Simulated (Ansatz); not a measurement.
# Li on Pd(111): change of the work function

Wanted: Δφ(θ) for Li/Pd(111), starting from the fcc site.

Calculated with Ansatz 0.2.0; plane-wave DFT, PBE, Ansatz PAW.

### Step 1. The structure

The cell holds 4 atoms: 4 Pd. Cell: a = 2.751 Å, b = 2.751 Å, c = 24.738 Å, α = 90.0°, β = 90.0°, γ = 60.0°. Vacuum lies along c.

### Step 2. The clean slab

The bare slab comes first, as the zero from which every change is counted. The two lowest layers are held at bulk places and the upper ones relax. The dipole correction removes the false field that a one-sided slab makes across the periodic vacuum, so each face gets a flat vacuum level of its own.

File input.yaml:

```yaml
crystal:
  lattice:
    - [2.7506453788, 0.0, 0.0]
    - [1.3753226894, 2.3821287749, 0.0]
    - [0.0, 0.0, 24.7376776414]
  atoms:
    - { symbol: Pd, position: [0.0, 0.0, 0.3638174986] }
    - { symbol: Pd, position: [0.3333333333, 0.3333333333, 0.4546058329] }
    - { symbol: Pd, position: [0.6666666667, 0.6666666667, 0.5453941671] }
    - { symbol: Pd, position: [0.0, 0.0, 0.6361825014] }
kpoints:
  mp_grid: { grid: [12, 12, 1] }
hamiltonian:
  xc: pbe
scf:
  occupations: { method: fermi_dirac, width: 0.1 }
  convergence: { dr2_threshold: 1.0e-08 }
efield:
  axis: 3
  dipole_correction: true
  ramp_position: 0.97
  ramp_width: 0.06
relax:
  f_tol: 0.02
  max_steps: 60
  constraints: [{ sites: [0, 1] }]
output:
  write_potential: true
  write_density: true
  volumetric_format: npy
```

The run is started by

```
$ ansatz run input.yaml --threads 4 --pin off --max-ram 16384MiB --backend cpu --events-out ev --progress --plain --runs-dir out
```

Numbers of over 12 decimals in the logs are rounded to 6 here.

The log of the run:

```text
Engine: ansatz 0.2.0, aarch64-unknown-linux-gnu
Pseudopotentials: kind: paw
Pseudopotential: Pd, paw, valence charge 18, recommended cutoff 420 eV (normal), Pd.paw.azcp
Functional definition: PBE
  parameter kappa = 0.804
  parameter beta = 0.066725
  exchange = pbe_x(kappa = kappa, mu = beta*pi^2/3)
  correlation = pbe_c(beta = beta)
Crystal: 4 atoms, lattice volume = 162.091 Å³
Basis set: ecut = 420 eV, 3173 PW (Γ), exchange–correlation on 40×40×360 points (8 copies of the dense FFT grid, shifted against one another)
Bands: 44, of which v1, the nominal top of the filled ones, is band 36 counted from 1 (35 counted from 0)
Symmetry: 6 space group operations
k-points: 19 of 144 (time reversal used)
Non-local potential: Pd, projectors of the file, l = 0: 2, l = 1: 2, l = 2: 2, l = 3: 1
PAW form: soft (Blöchl's): semilocal exchange-correlation on the pseudo side does not see the compensation charge
PAW one-centre angular grid: Pd, 590 points (default); XC on 64 Gauss nodes
Initial density: superposition of atomic densities (neutral atoms: chi_scale 0, normalization atom), corrected by the library's trained network
Initial wavefunctions: pseudopotential atomic-orbital guess
Functional: x = pbe(κ = 0.804, μ = 0.219515), c = pbe(β = 0.066725)
SCF iter   1: F=—  HF=-27890.455168 eV  |F-HF|=—  |Δ(HF+E_count)|=         —  Δρ=1.07e-2  dr2=1.28e0  ethr=1.77e-3  p=0.000 e·Å  D=6.33e-14 V/Å  ΔV_dip=-0.00 eV  dr2_dipole=3.98e-8  V_vac-E_F(+/−)=4.91/4.91 eV  ⟨swp⟩=8.8  Hψ=3801  notcnv=0  defer=5
efield: sawtooth ramp at fractional position 0.9700 (set: `efield.ramp_position`, or a place that a band, a saddle search or an elastic batch's reference lends), width 0.0600; the density the first Hamiltonian is built on has a dipole p = 0.000 e·Å; the dipole correction subtracts the counter field D = 6.33e-14 V/Å, which shifts the + side's vacuum level by -0.00 eV against the − side's; the planar-averaged density in the ramp window peaks in size at 1.0e-5 e/Å³
preconditioner: auto → LDOS  [metal: Δε(μ)=0.013 eV  Ē_g=7.392 eV  σ=0.100 eV  W_gap=0.03  n_scr=18 (ndim 8)  ℏωp=18.4 eV  f_vac=0.591  D(μ)=8.60/eV (n_scr^D=102)  β→1.0]
SCF iter   2: F=—  HF=-27890.433596 eV  |F-HF|=—  |Δ(HF+E_count)|=   2.16e-2  Δρ=7.31e-3  dr2=1.75e-1  ethr=1.77e-3  p=0.000 e·Å  D=1.46e-6 V/Å  ΔV_dip=-0.00 eV  dr2_dipole=8.34e-8  V_vac-E_F(+/−)=5.24/5.24 eV  ⟨swp⟩=2.3  Hψ=1056  notcnv=0  defer=19
SCF iter   3: F=—  HF=-27890.425873 eV  |F-HF|=—  |Δ(HF+E_count)|=   7.72e-3  Δρ=2.98e-3  dr2=1.13e-1  ethr=2.44e-4  p=-0.000 e·Å  D=-3.12e-6 V/Å  ΔV_dip=0.00 eV  dr2_dipole=6.87e-8  V_vac-E_F(+/−)=5.17/5.17 eV  ⟨swp⟩=2.2  Hψ=1106  notcnv=0  defer=23
SCF iter   4: F=—  HF=-27890.422750 eV  |F-HF|=—  |Δ(HF+E_count)|=   3.12e-3  Δρ=6.69e-4  dr2=1.33e-3  ethr=1.57e-4  p=-0.000 e·Å  D=-9.11e-6 V/Å  ΔV_dip=0.00 eV  dr2_dipole=1.17e-8  V_vac-E_F(+/−)=5.25/5.25 eV  ⟨swp⟩=1.6  Hψ=832  notcnv=0  defer=23
SCF iter   5: F=—  HF=-27890.423193 eV  |F-HF|=—  |Δ(HF+E_count)|=   4.43e-4  Δρ=1.74e-4  dr2=5.12e-5  ethr=1.85e-6  p=-0.000 e·Å  D=-1.21e-6 V/Å  ΔV_dip=0.00 eV  dr2_dipole=2.43e-10  V_vac-E_F(+/−)=5.25/5.25 eV  ⟨swp⟩=2.1  Hψ=1258  notcnv=0  defer=23
SCF iter   6: F=—  HF=-27890.423233 eV  |F-HF|=—  |Δ(HF+E_count)|=   3.95e-5  Δρ=4.92e-5  dr2=8.06e-6  ethr=7.11e-8  p=-0.000 e·Å  D=-9.74e-7 V/Å  ΔV_dip=0.00 eV  dr2_dipole=6.60e-11  V_vac-E_F(+/−)=5.24/5.24 eV  ⟨swp⟩=2.5  Hψ=1397  notcnv=0  defer=23
SCF iter   7: F=—  HF=-27890.423234 eV  |F-HF|=—  |Δ(HF+E_count)|=   1.15e-6  Δρ=1.81e-5  dr2=4.03e-7  ethr=1.12e-8  p=-0.000 e·Å  D=-6.48e-7 V/Å  ΔV_dip=0.00 eV  dr2_dipole=1.00e-11  V_vac-E_F(+/−)=5.24/5.24 eV  ⟨swp⟩=3.2  Hψ=1510  notcnv=0  defer=20
SCF iter   8: F=—  HF=-27890.423235 eV  |F-HF|=—  |Δ(HF+E_count)|=   1.67e-6  Δρ=6.07e-6  dr2=5.44e-8  ethr=5.59e-10  p=-0.000 e·Å  D=-2.98e-7 V/Å  ΔV_dip=0.00 eV  dr2_dipole=2.98e-13  V_vac-E_F(+/−)=5.24/5.24 eV  ⟨swp⟩=2.6  Hψ=1458  notcnv=0  defer=20
SCF iter   9: F=-27890.423236 eV  HF=-27890.423236 eV  |F-HF|=1.10e-8  |Δ(HF+E_count)|=   2.61e-7  Δρ=1.39e-6  dr2=5.24e-9  ethr=1.39e-11  p=-0.000 e·Å  D=-1.17e-7 V/Å  ΔV_dip=0.00 eV  dr2_dipole=1.01e-13  V_vac-E_F(+/−)=5.24/5.24 eV  ⟨swp⟩=9.9  Hψ=5869  notcnv=0
SCF 1 converged in 9 iterations: F = -27890.423236 eV  dr2 = 5.24e-9
  greatest PAW one-centre occupation: 0.999 electrons in one spin orbital (limit 2), on the Pd atom at site 3 (counted from 0), in its partial waves of l = 0
relax step   1: F+E_penalty+E_count = -27890.42323570 eV  Δ(F+E_penalty+E_count) = +0.000e0 eV  max|allowed force component| = 3.166e-1 eV/Å  Δτ_max = 0.0000 Å  (9 SCF iters, accepted)
Initial density: handed on by an earlier stage of this run
Initial wavefunctions: those handed on with the density
iter 1 solved again at ethr=2.12e-4 eV; its pass at ethr=3.10e-3 eV (dr2=1.53e-1 eV) is discarded
SCF iter   1: F=—  HF=-27890.473008 eV  |F-HF|=—  |Δ(HF+E_count)|=         —  Δρ=1.03e-2  dr2=1.69e-1  ethr=2.12e-4  p=-0.000 e·Å  D=-1.13e-6 V/Å  ΔV_dip=0.00 eV  dr2_dipole=2.24e-3  V_vac-E_F(+/−)=5.27/5.27 eV  ⟨swp⟩=1.9  Hψ=3276  notcnv=0  defer=23
efield: sawtooth ramp at fractional position 0.9700 (set: `efield.ramp_position`, or a place that a band, a saddle search or an elastic batch's reference lends), width 0.0600; the density the first Hamiltonian is built on has a dipole p = -0.000 e·Å; the dipole correction subtracts the counter field D = -1.13e-6 V/Å, which shifts the + side's vacuum level by +0.00 eV against the − side's; the planar-averaged density in the ramp window peaks in size at 5.9e-6 e/Å³
preconditioner: auto → LDOS  [metal: Δε(μ)=0.027 eV  Ē_g=7.480 eV  σ=0.100 eV  W_gap=0.07  n_scr=18 (ndim 8)  ℏωp=18.4 eV  f_vac=0.586  D(μ)=8.63/eV (n_scr^D=102)  β→1.0]
SCF iter   2: F=—  HF=-27890.485252 eV  |F-HF|=—  |Δ(HF+E_count)|=   1.22e-2  Δρ=8.04e-3  dr2=2.31e-1  ethr=2.12e-4  p=0.009 e·Å  D=1.02e-2 V/Å  ΔV_dip=-0.25 eV  dr2_dipole=2.06e-2  V_vac-E_F(+/−)=5.00/5.25 eV  ⟨swp⟩=3.1  Hψ=1628  notcnv=0  defer=23
SCF iter   3: F=—  HF=-27890.436922 eV  |F-HF|=—  |Δ(HF+E_count)|=   4.83e-2  Δρ=1.43e-3  dr2=7.38e-3  ethr=2.12e-4  p=-0.000 e·Å  D=-2.15e-5 V/Å  ΔV_dip=0.00 eV  dr2_dipole=1.42e-3  V_vac-E_F(+/−)=5.26/5.25 eV  ⟨swp⟩=2.2  Hψ=1432  notcnv=0  defer=23
SCF iter   4: F=—  HF=-27890.436362 eV  |F-HF|=—  |Δ(HF+E_count)|=   5.60e-4  Δρ=7.26e-4  dr2=1.35e-3  ethr=1.03e-5  p=-0.000 e·Å  D=-2.56e-4 V/Å  ΔV_dip=0.01 eV  dr2_dipole=1.69e-4  V_vac-E_F(+/−)=5.26/5.25 eV  ⟨swp⟩=2.6  Hψ=1517  notcnv=0  defer=23
[...]
SCF iter   9: F=—  HF=-27890.436094 eV  |F-HF|=—  |Δ(HF+E_count)|=   1.66e-6  Δρ=6.83e-6  dr2=2.04e-7  ethr=3.69e-9  p=-0.001 e·Å  D=-1.18e-3 V/Å  ΔV_dip=0.03 eV  dr2_dipole=1.91e-9  V_vac-E_F(+/−)=5.28/5.25 eV  ⟨swp⟩=1.6  Hψ=936  notcnv=0  defer=23
SCF iter  10: F=—  HF=-27890.436094 eV  |F-HF|=—  |Δ(HF+E_count)|=   1.41e-7  Δρ=2.36e-6  dr2=2.45e-8  ethr=2.83e-10  p=-0.001 e·Å  D=-1.18e-3 V/Å  ΔV_dip=0.03 eV  dr2_dipole=5.00e-10  V_vac-E_F(+/−)=5.28/5.25 eV  ⟨swp⟩=1.9  Hψ=1008  notcnv=0  defer=23
SCF iter  11: F=-27890.436094 eV  HF=-27890.436094 eV  |F-HF|=3.60e-9  |Δ(HF+E_count)|=   2.10e-8  Δρ=9.21e-7  dr2=4.42e-9  ethr=1.39e-11  p=-0.001 e·Å  D=-1.17e-3 V/Å  ΔV_dip=0.03 eV  dr2_dipole=6.45e-12  V_vac-E_F(+/−)=5.28/5.25 eV  ⟨swp⟩=9.1  Hψ=5455  notcnv=0
SCF 2 converged in 11 iterations: F = -27890.436094 eV  dr2 = 4.42e-9
  greatest PAW one-centre occupation: 0.999 electrons in one spin orbital (limit 2), on the Pd atom at site 0 (counted from 0), in its partial waves of l = 0
relax step   2: F+E_penalty+E_count = -27890.43609399 eV  Δ(F+E_penalty+E_count) = -1.286e-2 eV  max|allowed force component| = 1.195e-1 eV/Å  Δτ_max = 0.1491 Å  (11 SCF iters, accepted)
SCF iter   1: F=—  HF=-27890.441862 eV  |F-HF|=—  |Δ(HF+E_count)|=         —  Δρ=3.46e-3  dr2=5.32e-2  ethr=1.86e-4  p=-0.001 e·Å  D=-1.17e-3 V/Å  ΔV_dip=0.03 eV  dr2_dipole=1.25e-2  V_vac-E_F(+/−)=5.27/5.24 eV  ⟨swp⟩=3.7  Hψ=1882  notcnv=0  defer=23
efield: sawtooth ramp at fractional position 0.9700 (set: `efield.ramp_position`, or a place that a band, a saddle search or an elastic batch's reference lends), width 0.0600; the density the first Hamiltonian is built on has a dipole p = -0.001 e·Å; the dipole correction subtracts the counter field D = -1.17e-3 V/Å, which shifts the + side's vacuum level by +0.03 eV against the − side's; the planar-averaged density in the ramp window peaks in size at 4.1e-6 e/Å³
preconditioner: auto → LDOS  [metal: Δε(μ)=0.005 eV  Ē_g=7.445 eV  σ=0.100 eV  W_gap=0.01  n_scr=18 (ndim 8)  ℏωp=18.4 eV  f_vac=0.586  D(μ)=8.75/eV (n_scr^D=102)  β→1.0]
SCF iter   2: F=—  HF=-27890.442574 eV  |F-HF|=—  |Δ(HF+E_count)|=   7.12e-4  Δρ=2.46e-3  dr2=2.49e-2  ethr=7.39e-5  p=-0.004 e·Å  D=-4.16e-3 V/Å  ΔV_dip=0.10 eV  dr2_dipole=3.71e-3  V_vac-E_F(+/−)=5.35/5.25 eV  ⟨swp⟩=2.0  Hψ=1476  notcnv=0  defer=23
SCF iter   3: F=—  HF=-27890.438246 eV  |F-HF|=—  |Δ(HF+E_count)|=   4.33e-3  Δρ=5.40e-4  dr2=2.62e-3  ethr=3.45e-5  p=-0.001 e·Å  D=-7.90e-4 V/Å  ΔV_dip=0.02 eV  dr2_dipole=6.99e-4  V_vac-E_F(+/−)=5.27/5.25 eV  ⟨swp⟩=2.0  Hψ=1237  notcnv=0  defer=23
SCF iter   4: F=—  HF=-27890.438154 eV  |F-HF|=—  |Δ(HF+E_count)|=   9.19e-5  Δρ=2.67e-4  dr2=2.39e-4  ethr=3.64e-6  p=-0.001 e·Å  D=-8.37e-4 V/Å  ΔV_dip=0.02 eV  dr2_dipole=2.30e-5  V_vac-E_F(+/−)=5.27/5.25 eV  ⟨swp⟩=2.1  Hψ=1201  notcnv=0  defer=23
SCF iter   5: F=—  HF=-27890.438115 eV  |F-HF|=—  |Δ(HF+E_count)|=   3.93e-5  Δρ=6.91e-5  dr2=2.80e-5  ethr=3.32e-7  p=-0.001 e·Å  D=-7.61e-4 V/Å  ΔV_dip=0.02 eV  dr2_dipole=4.25e-6  V_vac-E_F(+/−)=5.27/5.25 eV  ⟨swp⟩=2.0  Hψ=1164  notcnv=0  defer=23
SCF iter   6: F=—  HF=-27890.438114 eV  |F-HF|=—  |Δ(HF+E_count)|=   9.50e-7  Δρ=3.89e-5  dr2=5.54e-6  ethr=3.89e-8  p=-0.001 e·Å  D=-7.43e-4 V/Å  ΔV_dip=0.02 eV  dr2_dipole=8.65e-8  V_vac-E_F(+/−)=5.27/5.25 eV  ⟨swp⟩=2.1  Hψ=1071  notcnv=0  defer=23
SCF iter   7: F=—  HF=-27890.438111 eV  |F-HF|=—  |Δ(HF+E_count)|=   3.36e-6  Δρ=2.05e-5  dr2=2.14e-6  ethr=7.70e-9  p=-0.001 e·Å  D=-7.64e-4 V/Å  ΔV_dip=0.02 eV  dr2_dipole=1.72e-12  V_vac-E_F(+/−)=5.27/5.25 eV  ⟨swp⟩=1.5  Hψ=905  notcnv=0  defer=23
SCF iter   8: F=—  HF=-27890.438111 eV  |F-HF|=—  |Δ(HF+E_count)|=   1.22e-7  Δρ=8.82e-6  dr2=3.83e-7  ethr=2.97e-9  p=-0.001 e·Å  D=-7.82e-4 V/Å  ΔV_dip=0.02 eV  dr2_dipole=8.94e-11  V_vac-E_F(+/−)=5.27/5.25 eV  ⟨swp⟩=1.6  Hψ=876  notcnv=0  defer=23
SCF iter   9: F=—  HF=-27890.438111 eV  |F-HF|=—  |Δ(HF+E_count)|=   1.20e-7  Δρ=2.88e-6  dr2=3.25e-8  ethr=5.32e-10  p=-0.001 e·Å  D=-7.82e-4 V/Å  ΔV_dip=0.02 eV  dr2_dipole=1.32e-10  V_vac-E_F(+/−)=5.27/5.25 eV  ⟨swp⟩=1.4  Hψ=891  notcnv=0  defer=23
SCF iter  10: F=-27890.438111 eV  HF=-27890.438111 eV  |F-HF|=9.09e-9  |Δ(HF+E_count)|=   6.31e-8  Δρ=1.12e-6  dr2=4.80e-9  ethr=1.39e-11  p=-0.001 e·Å  D=-7.77e-4 V/Å  ΔV_dip=0.02 eV  dr2_dipole=2.32e-11  V_vac-E_F(+/−)=5.27/5.25 eV  ⟨swp⟩=9.2  Hψ=5451  notcnv=0
SCF 3 converged in 10 iterations: F = -27890.438111 eV  dr2 = 4.80e-9
relax step   3: F+E_penalty+E_count = -27890.43811104 eV  Δ(F+E_penalty+E_count) = -2.017e-3 eV  max|allowed force component| = 1.002e-2 eV/Å  Δτ_max = 0.0431 Å  (10 SCF iters, accepted)
NSCF: frozen V_eff on 19 k-points
the band table was solved once a step of the walk had ended and its energy, with any forces and stress, was formed, with the checks that follow a solve (4651 applications of the Hamiltonian). They found nothing against the state; the energy, forces and stress were not computed again (output.eigenvalues in the input reference)
WARN: The input density's exchange-correlation potential varies sharply where the density is thin. Do not read a vacuum level from v_tot or v_xc, or from such a field of the output density. On a cell that repeats whose density bears no net charge and no dipole along the vacuum's axis use v_es (v_loc + v_h of the components); under efield.dipole_correction with no amplitude use v_es + v_field, which holds any external [...]
SCF converged after 10 iterations
Free energy (F): -27890.438111 eV
Harris-Foulkes:  -27890.438111 eV  (|F-HF|=9.09e-9)
Internal energy: -27890.160758 eV  (E = F + TS)
E sigma→0 (E₀):  -27890.299434 eV
Entropy (-TS):   -0.277353 eV (-69.338 meV/atom)
Fermi energy:    3.865219 eV
Dipole field:    D = -0.000784 V/Å  (p = -0.000703 e·Å, saw-weighted, corrected)
Work function:   Φ+ = 5.2682 eV   Φ− = 5.2488 eV
Levels:          The Fermi level and band energies are counted from a zero that moves with the ramp; work functions are not
--- Per-component energies (eV) ---
  E_band       = -1676.700701
  E_kinetic    = 2053.458324
  E_local      = -127765.328557  (includes V_loc(G=0)·N_el)
  E_nonlocal   = 869.748791
  E_hartree    = 62664.014762
  E_xc         = -672.789627
  E_vxc        = -843.766960  (∫ρ·V_xc dr)
  E_paw        = -15001.631602  (= ΣΔE_a)
  E_vpaw       = -1318.850886  (= ΣTr[D̂ρ^β])
  E_aug_tail   = 0.000881  (compensation charges beyond the density's cutoff)
  E_efield     = 0.000000  (sawtooth field / dipole correction)
  E_vefield    = 0.002175  (∫n·V_field dr)
  E_ewald      = 49962.366270
  E_smearing   = -0.277353  (= −TS)
  E_closure    = -0.000000  (closes the sum)
  Σ components = -27890.438111   (vs F -27890.438111, Δ=0.00e0)
--- Forces (eV/Å), atoms counted from 1 ---
  atom   1  Pd     0.00000000    -0.00000000    -0.31322260
  atom   2  Pd    -0.00000000    -0.00000000     0.30972277
  atom   3  Pd     0.00000000     0.00000000    -0.00649868
  atom   4  Pd     0.00000000     0.00000000     0.01001665
  max |Σ_I F_I| component: 1.81e-5 eV/Å
--- Band table (eV; the first three rows and the last of 19) ---
  k-point 0: bands = [... 32 lower, 2.6989, 2.9476, 2.9476, 3.4679, 3.4679, 3.7710, 3.7710, 4.2819, ... 4 higher]
  k-point 1: bands = [... 32 lower, 2.6192, 2.9508, 2.9602, 3.1225, 3.4642, 3.5262, 3.7785, 4.8762, ... 4 higher]
  k-point 2: bands = [... 32 lower, 2.5130, 2.5291, 2.9094, 2.9320, 3.4494, 3.7948, 4.0102, 5.8227, ... 4 higher]
  k-point 18: bands = [... 32 lower, 3.3435, 3.5770, 3.6104, 3.6222, 10.1875, 10.3728, 10.3815, 11.0947, ... 4 higher]
--- Relaxed structure (3 steps of the walk, 3 accepted, 0 SCFs on fresh bases) ---
  F+E_penalty+E_count = -27890.43811104 eV   max|allowed force component| = 1.002e-2 eV/Å
  atoms:
    - { symbol: Pd, position: [0.0, 0.0, 0.3638174986] }
    - { symbol: Pd, position: [0.333333, 0.333333, 0.454606] }
    - { symbol: Pd, position: [0.666667, 0.666667, 0.547339] }
    - { symbol: Pd, position: [0, 0, 0.640465] }
```

Elapsed: 14 s, on 4 threads of Arm Neoverse V1, shared host; peak memory 0.5 GiB.

The steps of the relaxation:

| step | energy less that of the first step (eV) | largest force component (eV/Å) |
| --- | --- | --- |
| 1 | 0.0000 | 0.3166 |
| 2 | -0.0129 | 0.1195 |
| 3 | -0.0149 | 0.0100 |

The run keeps the 6 symmetry operations that it works with, so distortions that break them were not tested.

The atoms that moved most (Å):

| atom | dx | dy | dz | length |
| --- | --- | --- | --- | --- |
| Pd4 | 0.000 | 0.000 | 0.106 | 0.106 |
| Pd3 | 0.000 | 0.000 | 0.048 | 0.048 |

The relaxed structure:

```xyz
4
Lattice="2.7506 0.0000 0.0000 1.3753 2.3821 0.0000 0.0000 0.0000 24.7377" Properties=species:S:1:pos:R:3
Pd    0.0000    0.0000    9.0000
Pd    1.3753    0.7940   11.2459
Pd    2.7506    1.5881   13.5399
Pd    0.0000    0.0000   15.8436
```

This step gave:

* energy at zero smearing: -27890.2994 eV
* work function, upper face: 5.268 eV
* dipole along the normal: -7.03e-4 e·Å

Running mean over 2.246 Å of the planar mean; the ramp of the sawtooth is left out. The electron's electrostatic potential energy less the Fermi level by z:

z (Å), electron's electrostatic potential energy less the Fermi level (eV) and a bar from the least value:
```
        4       5.25 ##############################
        5       5.25 ##############################
        6       5.19 ##############################
        7       4.40 ############################
        8      -3.11 ############
        9      -8.25 #
       10      -8.48 
       11      -8.56 
       12      -8.24 #
       13      -8.35 
       14      -8.28 #
       15      -7.94 #
       16      -8.01 #
       17      -1.45 ###############
       18       4.73 #############################
       19       5.23 ##############################
       20       5.27 ##############################
       21       5.27 ##############################
```

The relaxation took 3 steps and lowered the energy by 0.015 eV; the largest force on the free atoms ends at 0.010 eV/Å.

The work function of the upper face is 5.27 eV.

(Part 1 of 4 ends here.)

[Logs are printed without paths, hosts, clocks, repeated set-up lines and the standing remarks that a program may print on its own settings, such as how far it seeks lower states.]

[Hosts, paths, dates, database ids (printed as entryN), source tags and the programs' standing remarks are cut or masked in the printed files.]

[Maps of the electrostatic potential energy from Ansatz leave out the sawtooth potential of an applied field or a dipole correction, so their vacuum need not be flat; planar profiles and work functions include it.]
